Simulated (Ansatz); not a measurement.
# Al (Im-3m) in Ansatz: a series of runs

Runs on Al. Level: r2SCAN. Tasks: single point, equation of state.

All numbers are computed with Ansatz 0.2.0; they aren't measurements. Logs are shortened: lines on timing, memory, paths and dates and some standing lists are left out, and cuts for length are marked.

## 1. The structure

Symmetry: Im-3m, No. 229, cubic system. Conventional cell: a = 3.182 Å, b = 3.182 Å, c = 3.182 Å, α = 90.00°, β = 90.00°, γ = 90.00°. Al (site symmetry m-3m) is surrounded by 8 Al at 2.76 Å.

This isn't the form of Al at room conditions, which is fcc.

## 2. Single point, r2SCAN, 15.15 Å³/atom (volume scaled by 0.94)

File input.yaml:

```yaml
crystal:
  lattice:
    - [-1.5587357247, 1.5587357247, 1.5587357247]
    - [1.5587357247, -1.5587357247, 1.5587357247]
    - [1.5587357247, 1.5587357247, -1.5587357247]
  atoms:
    - { symbol: Al, position: [0.0, 0.0, 0.0] }
hamiltonian:
  xc: r2scan
  pseudopotentials: { kind: paw }
kpoints:
  mp_grid: { grid: [12, 12, 12] }
scf:
  occupations: { method: fermi_dirac, width: 0.05 }
output:
  forces: true
  stress: true
  eigenvalues: true
```

Potentials or basis: Ansatz PAW.

Command:

```sh
$ ansatz run input.yaml --threads 2 --pin off --max-ram 5632MiB --backend cpu --events-out ev --progress --plain --runs-dir out
```

The program printed:

```text
Warning: RAYON_NUM_THREADS=2 ignored (pool sized by the plan → 2); use --threads N
Engine: ansatz 0.2.0, x86_64-unknown-linux-gnu
Pseudopotentials: kind: paw
Pseudopotential: Al, paw, valence charge 3, recommended cutoff 500 eV (meta_gga), Al.paw.azcp
Functional definition: r2SCAN
  parameter k0 = 0.174
  parameter k1 = 0.065
  parameter a1 = 4.9479
  exchange = r2scan_x(k0 = k0, k1 = k1, a1 = a1)
  correlation = r2scan_c
Crystal: 1 atoms, lattice volume = 15.149 Å³
Basis set: ecut = 500 eV, 381 PW (Γ), exchange–correlation on 80×80×80 points (64 copies of the dense FFT grid, shifted against one another)
Bands: 6, of which v1, the nominal top of the filled ones, is band 2 counted from 1 (1 counted from 0)
Symmetry: 48 space group operations
Space group: Im-3m (ITA 229), of the structure as read, at distance tolerance 2.5e-5 Å
k-points: 72 of 1728
Non-local potential: Al, projectors of the file, l = 0: 2, l = 1: 2, l = 2: 1
PAW form: soft (Blöchl's): semilocal exchange-correlation on the pseudo side does not see the compensation charge
PAW frozen core: Al, regenerated for the run's functional (the file was generated under x = pbe(κ = 0.804, μ = 0.2195149727645171), c = pbe(β = 0.06672455060314922))
PAW one-centre angular grid: Al, 302 points (default); XC on 160 Gauss nodes
Initial density: superposition of atomic densities (neutral atoms: chi_scale 0, normalization atom), corrected by the library's trained network
Initial wavefunctions: pseudopotential atomic-orbital guess
Functional: x = r2scan, c = r2scan; τ floored in thin density (d = 2e-4 eV/Å³)
SCF iter   1: F=—  HF=-540.267622 eV  |F-HF|=—  |Δ(HF+E_count)|=         —  Δρ=3.85e-3  dr2=2.39e-3  dr2_τ=5.66e-3  ethr=1.77e-3  ⟨swp⟩=4.7  Hψ=3862  notcnv=0
preconditioner: auto → none  [metal: Δε(μ)=0.075 eV  Ē_g=14.901 eV  σ=0.050 eV  W_gap=0.35  n_scr=0 (ndim 8)  ℏωp=16.5 eV  f_vac=0.000  D(μ)=0.47/eV (n_scr^D=0)]
SCF iter   2: F=—  HF=-540.273780 eV  |F-HF|=—  |Δ(HF+E_count)|=   6.16e-3  Δρ=2.75e-3  dr2=1.19e-3  dr2_τ=2.87e-6  ethr=7.96e-5  ⟨swp⟩=2.5  Hψ=1408  notcnv=0  defer=31
SCF iter   3: F=—  HF=-540.273559 eV  |F-HF|=—  |Δ(HF+E_count)|=   2.21e-4  Δρ=1.62e-3  dr2=3.94e-4  dr2_τ=7.03e-7  ethr=3.97e-5  ⟨swp⟩=1.3  Hψ=442  notcnv=0  defer=31
SCF iter   4: F=—  HF=-540.273500 eV  |F-HF|=—  |Δ(HF+E_count)|=   5.82e-5  Δρ=6.08e-4  dr2=5.44e-5  dr2_τ=5.69e-8  ethr=1.31e-5  ⟨swp⟩=1.0  Hψ=418  notcnv=0  defer=31
SCF iter   5: F=—  HF=-540.273493 eV  |F-HF|=—  |Δ(HF+E_count)|=   7.65e-6  Δρ=1.32e-4  dr2=2.52e-6  dr2_τ=2.24e-9  ethr=1.81e-6  ⟨swp⟩=1.0  Hψ=418  notcnv=0  defer=31
SCF iter   6: F=-540.273492 eV  HF=-540.273492 eV  |F-HF|=3.91e-9  |Δ(HF+E_count)|=   2.68e-7  Δρ=1.56e-5  dr2=3.44e-8  dr2_τ=3.09e-11  ethr=3.33e-9  ⟨swp⟩=4.6  Hψ=1817  notcnv=0
SCF 1 converged in 6 iterations: F = -540.273492 eV  dr2 = 3.44e-8
SCF converged after 6 iterations
Free energy (F): -540.273492 eV
Harris-Foulkes:  -540.273492 eV  (|F-HF|=3.91e-9)
Internal energy: -540.269595 eV  (E = F + TS)
E sigma→0 (E₀):  -540.271544 eV
Entropy (-TS):   -0.003898 eV (-3.898 meV/atom)
Fermi energy:    8.897139 eV
--- Per-component energies (eV) ---
  E_band       = 11.867876
  E_kinetic    = 24.281966
  E_local      = 11.642061  (includes V_loc(G=0)·N_el)
  E_nonlocal   = 9.872401
  E_hartree    = 0.107862
  E_xc         = -37.263415
  E_vxc        = -31.888364  (∫ρ·V_xc dr)
  E_paw        = -473.206839  (= ΣΔE_a)
  E_vpaw       = -3.504470  (= ΣTr[D̂ρ^β])
  E_aug_tail   = -0.000001  (compensation charges beyond the density's cutoff)
  E_vtau       = 1.248526  (kinetic-family band-sum trace: ∫τ·v_τ [+ j·A + Jᵃ·Aᵃ] dr)
  E_ewald      = -75.643522
  E_core_change = -0.060108  (= ΣΔE_core)
  E_smearing   = -0.003898  (= −TS)
  E_closure    = -0.000000  (closes the sum)
  Σ components = -540.273492   (vs F -540.273492, Δ=0.00e0)
--- Forces (eV/Å), atoms counted from 1 ---
  atom   1  Al    -0.00000000     0.00000000    -0.00000000
  max |Σ_I F_I| component: 1.28e-33 eV/Å
--- Stress (GPa, compression-positive) ---
        6.412807      -0.000000      -0.000000
       -0.000000       6.412807       0.000000
       -0.000000      -0.000000       6.412807
  P = ⅓ Tr σ = 6.4128 GPa (64.128 kbar)
--- Band table (eV; the first three rows and the last of 72) ---
  k-point 0: bands = ["-3.5694", "23.4234", "23.4234", "23.4234", "26.2274", "26.2274"]
  k-point 1: bands = ["-3.3453", "21.2575", "22.4707", "22.5657", "24.8644", "25.4908"]
  k-point 2: bands = ["-2.6752", "17.4643", "21.0406", "21.0947", "23.2396", "24.4427"]
  k-point 71: bands = ["11.0775", "11.0775", "11.0775", "11.7287", "11.7287", "16.5238"]
```

Wall time 1.3 s (2 threads of AMD EPYC 7R43 (Zen 3), shared host); peak memory 0.33 GiB.

What came out:

- Free energy: -540.2735 eV
- Pressure: 6.4 GPa
- Band gap on the k mesh: none (metal or under the smearing width)

Caveat: the PAW data sets come from PBE, with cores solved anew for the run's functional, which leaves a small shift of forces and pressure.

## 3. Single point, r2SCAN, 15.47 Å³/atom (volume scaled by 0.96)

input.yaml: that of step 2 with these lines changed.

```diff
@@ -2,5 +2,5 @@
   lattice:
-    - [-1.5587357247, 1.5587357247, 1.5587357247]
-    - [1.5587357247, -1.5587357247, 1.5587357247]
-    - [1.5587357247, 1.5587357247, -1.5587357247]
+    - [-1.5697130985, 1.5697130985, 1.5697130985]
+    - [1.5697130985, -1.5697130985, 1.5697130985]
+    - [1.5697130985, 1.5697130985, -1.5697130985]
   atoms:
```

Potentials or basis: Ansatz PAW.

Command:

```sh
$ ansatz run input.yaml --threads 2 --pin off --max-ram 5632MiB --backend cpu --events-out ev --progress --plain --runs-dir out
```

It took 1.4 s on 2 threads of AMD EPYC 7R43 (Zen 3), shared host; peak memory 0.33 GiB.

Results (log left out):

```yaml
Free_energy: -540.2841 eV
Pressure: 4.2 GPa
Band_gap_on_the_k_mesh: none (metal or under the smearing width)
```

Caveat: the PAW data sets come from PBE, with cores solved anew for the run's functional, which leaves a small shift of forces and pressure.

## 4. Single point, r2SCAN, 15.79 Å³/atom (volume scaled by 0.98)

input.yaml: that of step 3 with these lines changed.

```diff
@@ -2,5 +2,5 @@
   lattice:
-    - [-1.5697130985, 1.5697130985, 1.5697130985]
-    - [1.5697130985, -1.5697130985, 1.5697130985]
-    - [1.5697130985, 1.5697130985, -1.5697130985]
+    - [-1.5805390481, 1.5805390481, 1.5805390481]
+    - [1.5805390481, -1.5805390481, 1.5805390481]
+    - [1.5805390481, 1.5805390481, -1.5805390481]
   atoms:
```

Command:

```sh
$ ansatz run input.yaml --threads 2 --pin off --max-ram 5632MiB --backend cpu --events-out ev --progress --plain --runs-dir out
```

Run time: 1.2 s. Hardware: 2 threads of AMD EPYC 7R43 (Zen 3), shared host; peak memory 0.31 GiB.

The run converged. Its results:

- Free energy: -540.2905 eV
- Pressure: 2.2 GPa
- Band gap on the k mesh: none (metal or under the smearing width)

Caveat: the PAW data sets come from PBE, with cores solved anew for the run's functional, which leaves a small shift of forces and pressure.

## 5. Single point, r2SCAN, 16.12 Å³/atom

input.yaml: that of step 4 with these lines changed.

```diff
@@ -2,5 +2,5 @@
   lattice:
-    - [-1.5805390481, 1.5805390481, 1.5805390481]
-    - [1.5805390481, -1.5805390481, 1.5805390481]
-    - [1.5805390481, 1.5805390481, -1.5805390481]
+    - [-1.59121869, 1.59121869, 1.59121869]
+    - [1.59121869, -1.59121869, 1.59121869]
+    - [1.59121869, 1.59121869, -1.59121869]
   atoms:
```

Command:

```sh
$ ansatz run input.yaml --threads 2 --pin off --max-ram 5632MiB --backend cpu --events-out ev --progress --plain --runs-dir out
```

Wall time 1.4 s (2 threads of AMD EPYC 7R43 (Zen 3), shared host); peak memory 0.36 GiB.

The run converged. Its results:

- Free energy: -540.2931 eV
- Pressure: 0.4 GPa
- Band gap on the k mesh: none (metal or under the smearing width)

Caveat: the PAW data sets come from PBE, with cores solved anew for the run's functional, which leaves a small shift of forces and pressure.

## 6. Single point, r2SCAN, 16.44 Å³/atom (volume scaled by 1.02)

input.yaml: that of step 5 with these lines changed.

```diff
@@ -2,5 +2,5 @@
   lattice:
-    - [-1.59121869, 1.59121869, 1.59121869]
-    - [1.59121869, -1.59121869, 1.59121869]
-    - [1.59121869, 1.59121869, -1.59121869]
+    - [-1.6017568692, 1.6017568692, 1.6017568692]
+    - [1.6017568692, -1.6017568692, 1.6017568692]
+    - [1.6017568692, 1.6017568692, -1.6017568692]
   atoms:
```

Potentials or basis: Ansatz PAW.

Command:

```sh
$ ansatz run input.yaml --threads 2 --pin off --max-ram 5632MiB --backend cpu --events-out ev --progress --plain --runs-dir out
```

Run time: 1.4 s. Hardware: 2 threads of AMD EPYC 7R43 (Zen 3), shared host; peak memory 0.36 GiB.

It converged, with:

* Free energy: -540.2924 eV
* Pressure: -1.2 GPa
* Band gap on the k mesh: none (metal or under the smearing width)

Caveat: the PAW data sets come from PBE, with cores solved anew for the run's functional, which leaves a small shift of forces and pressure.

## 7. Single point, r2SCAN, 16.76 Å³/atom (volume scaled by 1.04)

File input.yaml:

```yaml
crystal:
  lattice:
    - [-1.6121581793, 1.6121581793, 1.6121581793]
    - [1.6121581793, -1.6121581793, 1.6121581793]
    - [1.6121581793, 1.6121581793, -1.6121581793]
  atoms:
    - { symbol: Al, position: [0.0, 0.0, 0.0] }
hamiltonian:
  xc: r2scan
  pseudopotentials: { kind: paw }
kpoints:
  mp_grid: { grid: [12, 12, 12] }
scf:
  occupations: { method: fermi_dirac, width: 0.05 }
output:
  forces: true
  stress: true
  eigenvalues: true
  write_density: true
  write_potential: true
  elf: true
  volumetric_format: npy
```

Command:

```sh
$ ansatz run input.yaml --threads 2 --pin off --max-ram 5632MiB --backend cpu --events-out ev --progress --plain --runs-dir out
```

It took 1.5 s on 2 threads of AMD EPYC 7R43 (Zen 3), shared host; peak memory 0.37 GiB.

The run converged. Its results:

```yaml
Free_energy: -540.2886 eV
Pressure: -2.6 GPa
Band_gap_on_the_k_mesh: none (metal or under the smearing width)
```

Caveat: the PAW data sets come from PBE, with cores solved anew for the run's functional, which leaves a small shift of forces and pressure.

## 8. Single point, r2SCAN, 17.08 Å³/atom (volume scaled by 1.06)

File input.yaml:

```yaml
crystal:
  lattice:
    - [-1.6224269796, 1.6224269796, 1.6224269796]
    - [1.6224269796, -1.6224269796, 1.6224269796]
    - [1.6224269796, 1.6224269796, -1.6224269796]
  atoms:
    - { symbol: Al, position: [0.0, 0.0, 0.0] }
hamiltonian:
  xc: r2scan
  pseudopotentials: { kind: paw }
kpoints:
  mp_grid: { grid: [12, 12, 12] }
scf:
  occupations: { method: fermi_dirac, width: 0.05 }
output:
  forces: true
  stress: true
  eigenvalues: true
```

Command:

```sh
$ ansatz run input.yaml --threads 2 --pin off --max-ram 5632MiB --backend cpu --events-out ev --progress --plain --runs-dir out
```

Wall time 1.1 s (2 threads of AMD EPYC 7R43 (Zen 3), shared host); peak memory 0.36 GiB.

The run converged. Its results:

```
Free energy            : -540.2821 eV
Pressure               : -3.8 GPa
Band gap on the k mesh : none (metal or under the smearing width)
```

Caveat: the PAW data sets come from PBE, with cores solved anew for the run's functional, which leaves a small shift of forces and pressure.

## 9. Equation of state, r2SCAN

Potentials or basis: Ansatz PAW.

This step only gathers the single runs of the series.

What came out:

- Equilibrium volume: 16.20 Å³/atom
- Bulk modulus: 82 GPa
- Pressure derivative of the bulk modulus: 4.7

Energy against volume, from the lowest point:
```tsv
volume (Å³/atom)	energy (meV/atom)
15.149	19.63
15.471	9.00
15.793	2.61
16.116	0.00
16.438	0.77
16.760	4.55
17.083	11.01
```

Caveat: the PAW data sets were made with another functional, which shifts forces and pressure a little.
